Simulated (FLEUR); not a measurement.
# TiO2 (Imma) in FLEUR: band structure with r2SCAN

Aim: the band structure of TiO2 with r2SCAN.

Everything below comes from runs of FLEUR MaX-R8.1 (later development tree). Logs are shortened: lines on timing, memory, paths and dates and some standing lists are left out, and cuts for length are marked.

## Step 1: The structure

The structure is orthorhombic, space group Imma (No. 74). The conventional cell has a = 5.946 Å, b = 6.575 Å, c = 6.575 Å, α = 90.00°, β = 90.00°, γ = 90.00°. Ti (site symmetry 2/m) has 6 O at 1.96 to 2.00 Å as nearest neighbours. Ti (site symmetry mm2) is surrounded by 6 O at 1.94 to 2.00 Å. Around O (site symmetry m) lie 3 Ti at 1.94 to 2.00 Å. Around O (site symmetry m) lie 3 Ti at 1.96 to 2.00 Å.

The cell is a database's computed one.

## Step 2: Band structure, r2SCAN

inp.xml reads:

```xml
<?xml version="1.0" encoding="UTF-8" standalone="no"?>
<fleurInput fleurInputVersion="0.39">
   <comment>
      TiO2                                                                                                
   </comment>
   <calculationSetup>
      <cutoffs Kmax="5.08" Gmax="15.7" GmaxXC="15.7" numbands="0"/>
      <scfLoop itmax="60" minDistance="0.00001" maxIterBroyd="15" imix="Anderson" alpha="0.05" precondParam="0.0" spinf="2.0" sdNocoIR="T"/>
      <coreElectrons ctail="F" frcor="F" kcrel="0" coretail_lmax="0"/>
      <xcFunctional name="LibXC" relativisticCorrections="F">
         <LibXCName exchange="mgga_x_r2scan" correlation="mgga_c_r2scan"/>
         <AuxGGA exchange="117" correlation="130"/>
      </xcFunctional>
      <magnetism jspins="1"/>
      <soc l_soc="F" theta="0.0" phi="0.0" spav="F"/>
      <expertModes spex="0" secvar="F"/>
      <geometryOptimization l_f="F" forcealpha="1.0" forcemix="BFGS" epsdisp="0.00001" epsforce="0.00001"/>
      <ldaU l_linMix="F" mixParam="0.05" spinf="1.0"/>
   </calculationSetup>
   <cell>
[... 54 lines left out ...]
         <relPos label="                   3">.4952450000 .2452450000 1.000/4.000</relPos>
         <relPos label="                   4">-.4952450000 -.2452450000 -1.000/4.000</relPos>
         <force calculate="T" relaxXYZ="TTT"/>
      </atomGroup>
      <atomGroup species="Oxygen (O)">
         <relPos label="                   5">-.3049190000 -.3047700000 -.4998510000</relPos>
         <relPos label="                   6">-.3049190000 .1949320000 -.0001490000</relPos>
         <relPos label="                  10">.3049190000 -.1949320000 .0001490000</relPos>
         <relPos label="                  12">.3049190000 .3047700000 .4998510000</relPos>
         <force calculate="T" relaxXYZ="TTT"/>
      </atomGroup>
      <atomGroup species="Oxygen (O)">
         <relPos label="                   7">-.1954840000 -.2503830000 .0548990000</relPos>
         <relPos label="                   8">.1947180000 -.2503830000 .4451010000</relPos>
         <relPos label="                   9">-.1947180000 .2503830000 -.4451010000</relPos>
         <relPos label="                  11">.1954840000 .2503830000 -.0548990000</relPos>
         <force calculate="T" relaxXYZ="TTT"/>
      </atomGroup>
   </atomGroups>
   <output dos="F" band="F" slice="F">
      <checks vchk="F" cdinf="F"/>
      <bandDOS minEnergy="-.5*Htr" maxEnergy="0.5*Htr" sigma="0.015" storeEVData="T"/>
      <vacuumDOS vacdos="F" integ="F" star="F" nstars="0" locx1="0.0" locy1="0.0" locx2="0.0" locy2="0.0" nstm="0" tworkf="0.0"/>
      <unfoldingBand unfoldBand="F" supercellX="1" supercellY="1" supercellZ="1"/>
      <plotting iplot="0" polar="F">
         <plot TwoD="T" vec1="  1.0  0.0  0.0" vec2="  0.0  1.0  0.0" vec3="  0.0  0.0  1.0" zero="  0.0  0.0  0.0" file="plot"/>
      </plotting>
      <chargeDensitySlicing numkpt="0" minEigenval="0.0" maxEigenval="0.0" nnne="0" pallst="F"/>
      <specialOutput eonly="F"/>
      <moessbauerParams electricFieldGradient="T" isomerShift="T" coreHyperfine="T" valenceHyperfine="T"/>
      <magneticCircularDichroism mcd="F" energyLo="-10.0" energyUp="0.0"/>
   </output>
  <!-- We include the file relax.xml here to enable relaxations (see documentation) -->
  <xi:include xmlns:xi="http://www.w3.org/2001/XInclude" href="relax.xml"> <xi:fallback/> </xi:include>
</fleurInput>
```

crystal.txt reads:

```
TiO2
&input cartesian=F /
-2.9731600000  3.2873690000  3.2874020000
2.9731600000  -3.2873690000  3.2874020000
2.9731600000  3.2873690000  -3.2874020000
1.8897261246
1.0 1.0 1.0

12
22 0.0000000000  0.5000000000  0.0000000000
22 0.0000000000  0.0000000000  0.5000000000
22 0.4952450000  0.2452450000  0.2500000000
22 0.5047550000  0.7547550000  0.7500000000
8 0.6950810000  0.6952300000  0.5001490000
8 0.6950810000  0.1949320000  0.9998510000
8 0.8045160000  0.7496170000  0.0548990000
8 0.1947180000  0.7496170000  0.4451010000
8 0.8052820000  0.2503830000  0.5548990000
8 0.3049190000  0.8050680000  0.0001490000
8 0.1954840000  0.2503830000  0.9451010000
8 0.3049190000  0.3047700000  0.4998510000

&kpt div1=6 div2=6 div3=6 gamma=T /
```

inp.xml (bands) reads:

```
<?xml version="1.0" encoding="UTF-8" standalone="no"?>
<fleurInput fleurInputVersion="0.39">
   <comment>
      TiO2                                                                                                
   </comment>
   <calculationSetup>
      <cutoffs Kmax="5.08" Gmax="15.7" GmaxXC="15.7" numbands="0"/>
      <scfLoop itmax="60" minDistance="0.00001" maxIterBroyd="15" imix="Anderson" alpha="0.05" precondParam="0.0" spinf="2.0" sdNocoIR="T"/>
      <coreElectrons ctail="F" frcor="F" kcrel="0" coretail_lmax="0"/>
      <xcFunctional name="LibXC" relativisticCorrections="F">
         <LibXCName exchange="mgga_x_r2scan" correlation="mgga_c_r2scan"/>
         <AuxGGA exchange="117" correlation="130"/>
      </xcFunctional>
      <magnetism jspins="1"/>
      <soc l_soc="F" theta="0.0" phi="0.0" spav="F"/>
      <expertModes spex="0" secvar="F"/>
      <geometryOptimization l_f="F" forcealpha="1.0" forcemix="BFGS" epsdisp="0.00001" epsforce="0.00001"/>
      <ldaU l_linMix="F" mixParam="0.05" spinf="1.0"/>
   </calculationSetup>
   <cell>
[... 54 lines left out ...]
         <relPos label="                   3">.4952450000 .2452450000 1.000/4.000</relPos>
         <relPos label="                   4">-.4952450000 -.2452450000 -1.000/4.000</relPos>
         <force calculate="T" relaxXYZ="TTT"/>
      </atomGroup>
      <atomGroup species="Oxygen (O)">
         <relPos label="                   5">-.3049190000 -.3047700000 -.4998510000</relPos>
         <relPos label="                   6">-.3049190000 .1949320000 -.0001490000</relPos>
         <relPos label="                  10">.3049190000 -.1949320000 .0001490000</relPos>
         <relPos label="                  12">.3049190000 .3047700000 .4998510000</relPos>
         <force calculate="T" relaxXYZ="TTT"/>
      </atomGroup>
      <atomGroup species="Oxygen (O)">
         <relPos label="                   7">-.1954840000 -.2503830000 .0548990000</relPos>
         <relPos label="                   8">.1947180000 -.2503830000 .4451010000</relPos>
         <relPos label="                   9">-.1947180000 .2503830000 -.4451010000</relPos>
         <relPos label="                  11">.1954840000 .2503830000 -.0548990000</relPos>
         <force calculate="T" relaxXYZ="TTT"/>
      </atomGroup>
   </atomGroups>
   <output dos="F" band="T" slice="F">
      <checks vchk="F" cdinf="F"/>
      <bandDOS minEnergy="-.5*Htr" maxEnergy="0.5*Htr" sigma="0.015" storeEVData="T"/>
      <vacuumDOS vacdos="F" integ="F" star="F" nstars="0" locx1="0.0" locy1="0.0" locx2="0.0" locy2="0.0" nstm="0" tworkf="0.0"/>
      <unfoldingBand unfoldBand="F" supercellX="1" supercellY="1" supercellZ="1"/>
      <plotting iplot="0" polar="F">
         <plot TwoD="T" vec1="  1.0  0.0  0.0" vec2="  0.0  1.0  0.0" vec3="  0.0  0.0  1.0" zero="  0.0  0.0  0.0" file="plot"/>
      </plotting>
      <chargeDensitySlicing numkpt="0" minEigenval="0.0" maxEigenval="0.0" nnne="0" pallst="F"/>
      <specialOutput eonly="F"/>
      <moessbauerParams electricFieldGradient="T" isomerShift="T" coreHyperfine="T" valenceHyperfine="T"/>
      <magneticCircularDichroism mcd="F" energyLo="-10.0" energyUp="0.0"/>
   </output>
  <!-- We include the file relax.xml here to enable relaxations (see documentation) -->
  <xi:include xmlns:xi="http://www.w3.org/2001/XInclude" href="relax.xml"> <xi:fallback/> </xi:include>
</fleurInput>
```

Potentials or basis: all-electron, FLAPW.

Run with:

```
$ inpgen -f crystal.txt -profile fastHighL
$ # inp.xml edited to the form shown
$ mpirun -n 4 fleur_MPI -pe_per_kpt 1
$ mpirun -n 4 fleur_MPI -pe_per_kpt 1   # second run, on inp.xml (bands)
```

What it wrote:

```text
Welcome to FLEUR        (www.flapw.de)
      MaX-Release 8.1          (www.max-centre.eu)

 func_ids         498         497         498         497
 MetaGGA potential functional detected - V_tau will be computed
 Auxiliary Potential for radial basis: exchange=         117  correlation=         130
 func_ids         498         497         498         497
 MetaGGA potential functional detected - V_tau will be computed
 Auxiliary Potential for radial basis: exchange=         117  correlation=         130
The functional 'Re-regularized SCAN exchange by Furness et al' is an exchange functional, it belongs to the 'MGGA' family and is defined in the reference(s):
[1] J. W. Furness, A. D. Kaplan, J. Ning, J. P. Perdew, and J. Sun.,  J. Phys. Chem. Lett. 11, 8208-8215 (2020)
[2] J. W. Furness, A. D. Kaplan, J. Ning, J. P. Perdew, and J. Sun.,  J. Phys. Chem. Lett. 11, 9248-9248 (2020)
 func_ids         498         497         498         497
 MetaGGA potential functional detected - V_tau will be computed
 Auxiliary Potential for radial basis: exchange=         117  correlation=         130
 func_ids         498         497         498         497
 MetaGGA potential functional detected - V_tau will be computed
 Auxiliary Potential for radial basis: exchange=         117  correlation=         130
The functional 'Re-regularized SCAN exchange by Furness et al' is an exchange functional, it belongs to the 'MGGA' family and is defined in the reference(s):
[... 10 lines left out ...]
[1] J. W. Furness, A. D. Kaplan, J. Ning, J. P. Perdew, and J. Sun.,  J. Phys. Chem. Lett. 11, 8208-8215 (2020)
[2] J. W. Furness, A. D. Kaplan, J. Ning, J. P. Perdew, and J. Sun.,  J. Phys. Chem. Lett. 11, 9248-9248 (2020)
 Using same functional for VXC and EXC
The functional 'Re-regularized SCAN correlation by Furness et al' is a correlation functional, it belongs to the 'MGGA' family and is defined in the reference(s):
[1] J. W. Furness, A. D. Kaplan, J. Ning, J. P. Perdew, and J. Sun.,  J. Phys. Chem. Lett. 11, 8208-8215 (2020)
[2] J. W. Furness, A. D. Kaplan, J. Ning, J. P. Perdew, and J. Sun.,  J. Phys. Chem. Lett. 11, 9248-9248 (2020)
 Using same functional for VXC and EXC
The functional 'Re-regularized SCAN exchange by Furness et al' is an exchange functional, it belongs to the 'MGGA' family and is defined in the reference(s):
[1] J. W. Furness, A. D. Kaplan, J. Ning, J. P. Perdew, and J. Sun.,  J. Phys. Chem. Lett. 11, 8208-8215 (2020)
[2] J. W. Furness, A. D. Kaplan, J. Ning, J. P. Perdew, and J. Sun.,  J. Phys. Chem. Lett. 11, 9248-9248 (2020)
The functional 'Re-regularized SCAN correlation by Furness et al' is a correlation functional, it belongs to the 'MGGA' family and is defined in the reference(s):
[1] J. W. Furness, A. D. Kaplan, J. Ning, J. P. Perdew, and J. Sun.,  J. Phys. Chem. Lett. 11, 8208-8215 (2020)
[2] J. W. Furness, A. D. Kaplan, J. Ning, J. P. Perdew, and J. Sun.,  J. Phys. Chem. Lett. 11, 9248-9248 (2020)
 Using same functional for VXC and EXC

 ========== k-point set info ==========
[... 24 lines left out ...]
[1] J. P. Perdew, K. Burke, and M. Ernzerhof.,  Phys. Rev. Lett. 77, 3865 (1996)
[2] J. P. Perdew, K. Burke, and M. Ernzerhof.,  Phys. Rev. Lett. 78, 1396 (1997)
 Using same functional for VXC and EXC
 Using auxiliary GGA potential for the first iteration of MetaGGA calculation.
The functional 'Hammer, Hansen, and Norskov' is an exchange functional, it belongs to the 'GGA' family and is defined in the reference(s):
[1] B. Hammer, L. B. Hansen, and J. K. Nørskov.,  Phys. Rev. B 59, 7413 (1999)
The functional 'Perdew, Burke & Ernzerhof' is a correlation functional, it belongs to the 'GGA' family and is defined in the reference(s):
[1] J. P. Perdew, K. Burke, and M. Ernzerhof.,  Phys. Rev. Lett. 77, 3865 (1996)
[2] J. P. Perdew, K. Burke, and M. Ernzerhof.,  Phys. Rev. Lett. 78, 1396 (1997)
 Using same functional for VXC and EXC
 Using auxiliary GGA potential for the first iteration of MetaGGA calculation.
The functional 'Hammer, Hansen, and Norskov' is an exchange functional, it belongs to the 'GGA' family and is defined in the reference(s):
[1] B. Hammer, L. B. Hansen, and J. K. Nørskov.,  Phys. Rev. B 59, 7413 (1999)
The functional 'Perdew, Burke & Ernzerhof' is a correlation functional, it belongs to the 'GGA' family and is defined in the reference(s):
[1] J. P. Perdew, K. Burke, and M. Ernzerhof.,  Phys. Rev. Lett. 77, 3865 (1996)
[2] J. P. Perdew, K. Burke, and M. Ernzerhof.,  Phys. Rev. Lett. 78, 1396 (1997)
 Using same functional for VXC and EXC
 Using auxiliary GGA potential for the first iteration of MetaGGA calculation.
The functional 'Hammer, Hansen, and Norskov' is an exchange functional, it belongs to the 'GGA' family and is defined in the reference(s):
[1] B. Hammer, L. B. Hansen, and J. K. Nørskov.,  Phys. Rev. B 59, 7413 (1999)
The functional 'Perdew, Burke & Ernzerhof' is a correlation functional, it belongs to the 'GGA' family and is defined in the reference(s):
[1] J. P. Perdew, K. Burke, and M. Ernzerhof.,  Phys. Rev. Lett. 77, 3865 (1996)
[2] J. P. Perdew, K. Burke, and M. Ernzerhof.,  Phys. Rev. Lett. 78, 1396 (1997)
 Using same functional for VXC and EXC
 Using auxiliary GGA potential for the first iteration of MetaGGA calculation.
 Reset of history
 Reset of history
 Iteration:     1   Distance:      39.02691125 me/bohr^3
The functional 'Hammer, Hansen, and Norskov' is an exchange functional, it belongs to the 'GGA' family and is defined in the reference(s):
The functional 'Hammer, Hansen, and Norskov' is an exchange functional, it belongs to the 'GGA' family and is defined in the reference(s):
[1] B. Hammer, L. B. Hansen, and J. K. Nørskov.,  Phys. Rev. B 59, 7413 (1999)
The functional 'Perdew, Burke & Ernzerhof' is a correlation functional, it belongs to the 'GGA' family and is defined in the reference(s):
[1] J. P. Perdew, K. Burke, and M. Ernzerhof.,  Phys. Rev. Lett. 77, 3865 (1996)
[2] J. P. Perdew, K. Burke, and M. Ernzerhof.,  Phys. Rev. Lett. 78, 1396 (1997)
 Using same functional for VXC and EXC
The functional 'Hammer, Hansen, and Norskov' is an exchange functional, it belongs to the 'GGA' family and is defined in the reference(s):
[1] B. Hammer, L. B. Hansen, and J. K. Nørskov.,  Phys. Rev. B 59, 7413 (1999)
The functional 'Perdew, Burke & Ernzerhof' is a correlation functional, it belongs to the 'GGA' family and is defined in the reference(s):
[1] J. P. Perdew, K. Burke, and M. Ernzerhof.,  Phys. Rev. Lett. 77, 3865 (1996)
[2] J. P. Perdew, K. Burke, and M. Ernzerhof.,  Phys. Rev. Lett. 78, 1396 (1997)
 Using same functional for VXC and EXC
The functional 'Hammer, Hansen, and Norskov' is an exchange functional, it belongs to the 'GGA' family and is defined in the reference(s):
[1] B. Hammer, L. B. Hansen, and J. K. Nørskov.,  Phys. Rev. B 59, 7413 (1999)
The functional 'Perdew, Burke & Ernzerhof' is a correlation functional, it belongs to the 'GGA' family and is defined in the reference(s):
[... 595 lines left out ...]
[1] J. P. Perdew, K. Burke, and M. Ernzerhof.,  Phys. Rev. Lett. 77, 3865 (1996)
[2] J. P. Perdew, K. Burke, and M. Ernzerhof.,  Phys. Rev. Lett. 78, 1396 (1997)
 Using same functional for VXC and EXC
The functional 'Hammer, Hansen, and Norskov' is an exchange functional, it belongs to the 'GGA' family and is defined in the reference(s):
[1] B. Hammer, L. B. Hansen, and J. K. Nørskov.,  Phys. Rev. B 59, 7413 (1999)
The functional 'Perdew, Burke & Ernzerhof' is a correlation functional, it belongs to the 'GGA' family and is defined in the reference(s):
[1] J. P. Perdew, K. Burke, and M. Ernzerhof.,  Phys. Rev. Lett. 77, 3865 (1996)
[2] J. P. Perdew, K. Burke, and M. Ernzerhof.,  Phys. Rev. Lett. 78, 1396 (1997)
 Using same functional for VXC and EXC
The functional 'Perdew, Burke & Ernzerhof' is a correlation functional, it belongs to the 'GGA' family and is defined in the reference(s):
[1] J. P. Perdew, K. Burke, and M. Ernzerhof.,  Phys. Rev. Lett. 77, 3865 (1996)
[2] J. P. Perdew, K. Burke, and M. Ernzerhof.,  Phys. Rev. Lett. 78, 1396 (1997)
 Using same functional for VXC and EXC
 Iteration:    26   Distance:       0.00000725 me/bohr^3

 ********************************************************************
 Run finished successfully
 Stop message:
   all done
 ********************************************************************
```

It took 44 min on 4 MPI ranks of AMD EPYC (Zen 3), shared host.

Results:

| Item | Value |
| --- | --- |
| Free energy | -109364.6314 eV |
| Band gap on the k mesh | 2.17 eV |
| Band gap along the path | 2.17 eV |
| Valence electrons inside the program's atomic spheres | Ti 9.15; O 4.80 (radii Ti 1.93, O 1.47 bohr) |

Levels at the corners of the path, in eV from the valence-band top:
| point | band 46 | band 47 | band 48 | band 49 | band 50 | band 51 |
| --- | --- | --- | --- | --- | --- | --- |
| Γ | -0.47 | -0.46 | 0.00 | 2.17 | 2.48 | 2.71 |
| X | -1.03 | -0.74 | -0.73 | 2.23 | 2.23 | 2.82 |
| M | -1.31 | -1.09 | -1.09 | 2.20 | 2.21 | 2.81 |
| Γ | -0.47 | -0.46 | 0.00 | 2.17 | 2.48 | 2.71 |
| Z | -1.38 | -1.12 | -1.12 | 2.25 | 2.26 | 2.82 |
| P | -0.84 | -0.83 | -0.83 | 2.84 | 2.84 | 2.84 |
| N | -1.22 | -0.65 | -0.63 | 2.56 | 2.58 | 2.92 |
| Z1 | -1.38 | -1.12 | -1.12 | 2.25 | 2.26 | 2.82 |
| M | -1.31 | -1.09 | -1.09 | 2.20 | 2.21 | 2.81 |
| X | -1.03 | -0.74 | -0.73 | 2.23 | 2.23 | 2.82 |
| P | -0.84 | -0.83 | -0.83 | 2.84 | 2.84 | 2.84 |

Core levels (eV from the Fermi level):
| atom | levels |
| --- | --- |
| 1 Ti | 1s1/2 -4863.7, 2s1/2 -532.4, 2p1/2 -443.3, 2p3/2 -437.6 |
| 2 Ti | 1s1/2 -4863.7, 2s1/2 -532.4, 2p1/2 -443.3, 2p3/2 -437.6 |
| 3 Ti | 1s1/2 -4863.7, 2s1/2 -532.4, 2p1/2 -443.3, 2p3/2 -437.6 |
| 4 Ti | 1s1/2 -4863.7, 2s1/2 -532.4, 2p1/2 -443.3, 2p3/2 -437.6 |
| 5 O | 1s1/2 -504.3 |
| 6 O | 1s1/2 -504.3 |

Caveat: the meta-GGA is that of a development version, with a GGA for the radial functions and cores and without core tails. r2SCAN opens gaps a little over a GGA but as a rule still falls short of measured ones.
